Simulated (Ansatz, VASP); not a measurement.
# Te2Mo in two plane-wave programs, part 2 of 2

Wanted: the spread between two codes on one cell, functional and k mesh. The structure shown is the start of the Ansatz relaxation below; VASP solves that cell, so the two are compared at the walk's first step.

VASP 6.6.1 and Ansatz 0.2.0.

So far: Set-up; Ansatz: relaxation, PBEsol with D3(BJ); VASP: single point, PBEsol with D3(BJ), start cell, pair 1.

### 4. Differences

Known differences besides the potentials themselves: Ansatz cuts the interaction across the vacuum, VASP repeats the sheet with a dipole correction; the data sets hold 92 valence electrons in Ansatz (on its default PAW (the set named soft_2) files) and 52 in VASP; the cutoff is 420 eV in Ansatz and 400 eV in VASP; Ansatz makes its cores anew for this functional, VASP keeps those of its PBE data sets. Total energies have different zeros and are not compared.

Forces (eV/Å; atoms numbered as in POSCAR):

| atom | Ansatz x, y, z | VASP x, y, z |
| --- | --- | --- |
| Te1 | 0.000, 0.000, 0.249 | 0.000, 0.000, 0.219 |
| Te2 | 0.000, 0.000, -0.041 | 0.000, 0.000, -0.010 |
| Te3 | 0.000, 0.000, 0.041 | 0.000, 0.000, 0.010 |
| Te4 | 0.000, 0.000, -0.249 | 0.000, 0.000, -0.219 |
| Mo5 | 0.000, 0.000, 0.018 | 0.000, 0.000, 0.019 |
| Mo6 | 0.000, 0.000, -0.018 | 0.000, 0.000, -0.019 |

The forces differ by 15 meV/Å r.m.s., which is 20.0 % of the r.m.s. force of 0.073 eV/Å (both taken over all components). With vacuum in the cell, a pressure given here is an average over mostly empty space and none of the material.

### 5. Other set-ups

Further runs change the set-up of one program: Ansatz's method, potentials or start, or VASP's data sets, cutoff or form of LDA. The table gives that difference for each run.

| run | r.m.s. force difference (meV/Å) |
| --- | --- |
| as above | 15 |
| VASP with the data sets Te_sv_GW and Mo and a cutoff of 520 eV | 25 |

### 6. Ansatz: relaxation, PBEsol with D3(BJ)

The two programs are compared at the cell with which this relaxation starts, whose forces are those of its first step. This pair takes another cell of the material, with 12 atoms against 6 for the pair before.

The structure compared here is the start of the Ansatz relaxation; VASP solves that cell, so the two are compared at the walk's first step.

File input.yaml:

```yaml
crystal:
  lattice:
    - [3.5182, 0.0, 0.0]
    - [-1.7591, 3.0468505756, 0.0]
    - [0.0, 0.0, 76.3]
  atoms:
    - { symbol: Te, position: [0.33333333, 0.66666667, 0.3390197346] }
    - { symbol: Mo, position: [0.66666667, 0.33333333, 0.3626448252] }
    - { symbol: Te, position: [0.33333333, 0.66666667, 0.3862699159] }
    - { symbol: Te, position: [0.66666667, 0.33333333, 0.4305898535] }
    - { symbol: Mo, position: [0.33333333, 0.66666667, 0.4542149441] }
    - { symbol: Te, position: [0.66666667, 0.33333333, 0.4778400348] }
    - { symbol: Te, position: [0.33333333, 0.66666667, 0.5221599652] }
    - { symbol: Mo, position: [0.66666667, 0.33333333, 0.5457850559] }
    - { symbol: Te, position: [0.33333333, 0.66666667, 0.5694101465] }
    - { symbol: Te, position: [0.66666667, 0.33333333, 0.6137300841] }
    - { symbol: Mo, position: [0.33333333, 0.66666667, 0.6373551748] }
    - { symbol: Te, position: [0.66666667, 0.33333333, 0.6609802654] }
  periodic: [true, true, false]
kpoints:
  mp_grid: { grid: [9, 9, 1] }
hamiltonian:
  xc: pbesol
  dispersion: d3bj
scf:
  occupations: { method: fermi_dirac, width: 0.02 }
relax:
  f_tol: 0.01
  max_steps: 100
  cell: {}
```

Command:

```console
ansatz run input.yaml --threads 32 --pin off --max-ram 129024MiB --backend cuda --devices 1 --max-vram 157GiB --events-out ev --progress --plain --runs-dir out
```

Numbers of over 12 decimals in the logs are rounded to 6 here.

What it wrote:

```text
[...]
GPUs: using 1 of 1 available (devices: 1).
[...]
Crystal: 12 atoms, lattice volume = 817.892 Å³
Basis set: ecut = 420 eV, 15885 PW (Γ), exchange–correlation on 48×48×1024 points (8 copies of the dense FFT grid, shifted against one another)
Bands: 111, of which v1, the nominal top of the filled ones, is band 92 counted from 1 (91 counted from 0)
[...]
- { symbol: Mo, position: [0.333333, 0.666667, 0.456341] }
    - { symbol: Te, position: [0.666667, 0.333333, 0.480127] }
    - { symbol: Te, position: [0.333333, 0.666667, 0.519873] }
    - { symbol: Mo, position: [0.666667, 0.333333, 0.543659] }
    - { symbol: Te, position: [0.333333, 0.666667, 0.567443] }
    - { symbol: Te, position: [0.666667, 0.333333, 0.607239] }
    - { symbol: Mo, position: [0.333333, 0.666667, 0.631081] }
    - { symbol: Te, position: [0.666667, 0.333333, 0.654870] }
[key lines of the parts left out:]
SCF converged after 9 iterations
Free energy (F): -74811.301640 eV
Fermi energy:    -4.277312 eV
P = ½ c Tr σ = 0.0019 N/m
```

### 7. VASP: single point, PBEsol with D3(BJ), start cell, pair 2

The same cell, functional, mesh and smearing now go to VASP, with its own data sets.

File INCAR:

```
SYSTEM = Te2Mo
PREC = Accurate
ENCUT = 400
EDIFF = 1E-06
NELM = 120
ISMEAR = -1
SIGMA = 0.02
LREAL = .FALSE.
ALGO = Normal
GGA = PS
IVDW = 12
NBANDS = 64
LASPH = .TRUE.
LORBIT = 11
LWAVE = .FALSE.
LCHARG = .FALSE.
ISIF = 2
LDIPOL = .TRUE.
IDIPOL = 3
DIPOL = 0.5 0.5 0.5
LVHAR = .TRUE.
GGA_COMPAT = .FALSE.
EFERMI = MIDGAP
NELMDL = -8
KPAR = 2
```

File POSCAR:

```
Te2Mo
1.0
    3.5182000000      0.0000000000      0.0000000000
   -1.7591000000      3.0468510000      0.0000000000
    0.0000000000      0.0000000000     76.3000000000
Te Mo
8 4
Direct
    0.3333333333      0.6666666667      0.3390197379
    0.3333333333      0.6666666667      0.3862699214
    0.6666666667      0.3333333333      0.4305898558
    0.6666666667      0.3333333333      0.4778400393
    0.3333333333      0.6666666667      0.5221599607
    0.3333333333      0.6666666667      0.5694101442
    0.6666666667      0.3333333333      0.6137300786
    0.6666666667      0.3333333333      0.6609802621
    0.6666666667      0.3333333333      0.3626448231
    0.3333333333      0.6666666667      0.4542149410
    0.6666666667      0.3333333333      0.5457850590
    0.3333333333      0.6666666667      0.6373551769
```

File KPOINTS:

```
Automatic mesh
0
Gamma
9 9 1
0 0 0
```

PAW data sets: Te and Mo_sv (PBE family, release 64).

Command:

```console
mpirun -np 2 vasp_std
```

What it wrote:

```text
[banner, memory and clock lines left out]
running    2 mpi-ranks, on    1 nodes
[...]
[... a notice as in an earlier step ...]

 LDA part: xc-table for (Slater+PW92), standard interpolation
|                                                                             |
|           W    W    AA    RRRRR   N    N  II  N    N   GGGG   !!!           |
|           W    W   A  A   R    R  NN   N  II  NN   N  G    G  !!!           |
|           W    W  A    A  R    R  N N  N  II  N N  N  G       !!!           |
|           W WW W  AAAAAA  RRRRR   N  N N  II  N  N N  G  GGG   !            |
|           WW  WW  A    A  R   R   N   NN  II  N   NN  G    G                |
|           W    W  A    A  R    R  N    N  II  N    N   GGGG   !!!           |
|                                                                             |
|     One of the lattice vectors is very long (>50 A), but AMIN is rather     |
|     large. This can spoil convergence since charge sloshing might occur     |
|     along the long lattice vector. If problems with convergence are         |
|     observed, try to decrease AMIN to a smaller value (e.g. 0.01).          |
|     Note: This warning only applies if the self-consistency cycle is        |
|     used.                                                                   |
|                                                                             |

 POSCAR, INCAR and KPOINTS ok, starting setup
[...]
entering main loop
       N       E                     dE             d eps       ncg     rms          rms(c)
DAV:   1     0.708687411219E+03    0.70869E+03   -0.44723E+04  2000   0.104E+03
DAV:   2    -0.184132782838E+02   -0.72710E+03   -0.71022E+03  1976   0.260E+02
DAV:   3    -0.787897309568E+02   -0.60376E+02   -0.59129E+02  1840   0.656E+01
DAV:   4    -0.816118307631E+02   -0.28221E+01   -0.27870E+01  2120   0.133E+01
[...]
DAV:  29    -0.786880688340E+02   -0.41751E-05   -0.44765E-08   944   0.564E-04    0.166E-03
DAV:  30    -0.786880730669E+02   -0.42329E-05   -0.91790E-08   992   0.103E-03    0.617E-04
DAV:  31    -0.786880736300E+02   -0.56310E-06   -0.90665E-09   904   0.361E-04
   1 F= -.84320643E+02 E0= -.84320643E+02  d E =-.631611E-10
```

Parts of OUTCAR (step 7):

```text
 Edisp (eV)   -5.63257

  Total      -8.57959    -8.57959    -6.36507     0.00000     0.00000     0.00000
  in kB     -16.80664   -16.80664   -12.46860     0.00000     0.00000     0.00000
  external pressure =      -15.36 kB  Pullay stress =        0.00 kB

 POSITION                                       TOTAL-FORCE (eV/Angst)
 -----------------------------------------------------------------------------------
     -0.00000      2.03123     25.86721         0.000000      0.000000      0.219443
     -0.00000      2.03123     29.47240        -0.000000      0.000000     -0.008620
      1.75910      1.01562     32.85401        -0.000000     -0.000000      0.045804
      1.75910      1.01562     36.45919         0.000000     -0.000000     -0.043318
     -0.00000      2.03123     39.84081        -0.000000     -0.000000      0.043318
     -0.00000      2.03123     43.44599         0.000000      0.000000     -0.045804
      1.75910      1.01562     46.82760         0.000000      0.000000      0.008620
      1.75910      1.01562     50.43279         0.000000     -0.000000     -0.219443
      1.75910      1.01562     27.66980        -0.000000     -0.000000      0.018602
     -0.00000      2.03123     34.65660        -0.000000      0.000000     -0.000473
      1.75910      1.01562     41.64340         0.000000     -0.000000      0.000473
     -0.00000      2.03123     48.63020         0.000000     -0.000000     -0.018602
 -----------------------------------------------------------------------------------
    total drift:                                0.000000      0.000000      0.000000

  FREE ENERGIE OF THE ION-ELECTRON SYSTEM (eV)
  ---------------------------------------------------
  free  energy   TOTEN  =       -84.3206427515 eV

  energy  without entropy=      -84.3206427514  energy(sigma->0) =      -84.32064275

[... 3 further parts left out ...]
[key lines of the parts left out:]
E-fermi :   0.3182
```

### 8. Side by side

What differs besides the data sets and the points named for the pairs above, as far as they apply: the data sets hold 184 valence electrons in Ansatz (on its default PAW (the set named soft_2) files) and 104 in VASP. Total energies have different zeros and are not compared.

Forces on 8 of the 12 atoms, those with the largest forces and the largest differences (eV/Å; atoms numbered as in POSCAR):

| atom | Ansatz x, y, z | VASP x, y, z |
| --- | --- | --- |
| Te1 | 0.000, 0.000, 0.250 | 0.000, 0.000, 0.219 |
| Te2 | 0.000, 0.000, -0.039 | 0.000, 0.000, -0.009 |
| Te3 | 0.000, 0.000, 0.076 | 0.000, 0.000, 0.046 |
| Te4 | 0.000, 0.000, -0.074 | 0.000, 0.000, -0.043 |
| Te5 | 0.000, 0.000, 0.074 | 0.000, 0.000, 0.043 |
| Te6 | 0.000, 0.000, -0.076 | 0.000, 0.000, -0.046 |
| Te7 | 0.000, 0.000, 0.039 | 0.000, 0.000, 0.009 |
| Te8 | 0.000, 0.000, -0.250 | 0.000, 0.000, -0.219 |

The forces differ by 14 meV/Å r.m.s., which is 26.7 % of the r.m.s. force of 0.054 eV/Å (both taken over all components). With vacuum in the cell, a pressure given here is an average over mostly empty space and none of the material.

### 9. What came out

```
r.m.s. force difference (single point, PBEsol with D3(BJ), start cell, pair 1) : 15 meV/Å
r.m.s. force difference (single point, PBEsol with D3(BJ), start cell, pair 2) : 14 meV/Å
```

In words: The r.m.s. force difference is 15 meV/Å (single point, PBEsol with D3(BJ), start cell, pair 1), beyond the 12 meV/Å picked in this series as the mark of a large difference. The data sets hold unlike numbers of valence electrons (92 in Ansatz and 52 in VASP and 184 in Ansatz and 104 in VASP), so part of the differences comes from the potentials. Single point, PBEsol with D3(BJ), start cell, pair 1, VASP with the data sets Te_sv_GW and Mo and a cutoff of 520 eV: r.m.s. force difference goes from 15 to 25 meV/Å. What causes the difference of the single point, PBEsol with D3(BJ), start cell, pair 2 pair stays open here. 2 further runs of this series are not shown here. How closely two codes agree says nothing of how well the functional describes the real material.

[Lines on the potential files, build, host, timing and source positions are cut from VASP's logs without a mark.]

[Logs are printed without paths, hosts, clocks, repeated set-up lines and the standing remarks that a program may print on its own settings, such as how far it seeks lower states.]

[Hosts, paths, dates, database ids (printed as entryN), source tags and the programs' standing remarks are cut or masked in the printed files.]

[Rows of further runs with another cutoff or data set may stand on the cell that Ansatz relaxed, not on the start cell of the pair above them.]
